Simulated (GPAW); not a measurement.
The system is ZnS (Wurtzite-2H).

```
CELL_PARAMETERS angstrom
3.81100 0.00000 0.00000
-1.90550 3.30042 0.00000
0.00000 0.00000 6.23400
ATOMIC_POSITIONS crystal
Zn 0.66667 0.33333 0.50000
Zn 0.33333 0.66667 0.00000
S 0.66667 0.33333 0.88500
S 0.33333 0.66667 0.38500
```

Base run:

- Program: GPAW 26.7.0
- Functional: AM05
- Potentials or basis: PAW data sets generated in the run's folder for this functional
- Cutoff: 600 eV
- Basis: pw
- k mesh: 6 × 6 × 3
- Occupations: fermi-dirac, width 0.05 eV
- Spin: no spin polarisation

Its results: band gap on the k mesh 2.23 eV, direct; pressure -0.6 GPa; largest force 0.312 eV/Å.

**Question.** The run is repeated on the same cell with these changes: functional from AM05 to SOGGA. What comes out?

**Answer.** Band gap on the k mesh 2.09 eV, direct; pressure -1.5 GPa; largest force 0.312 eV/Å.
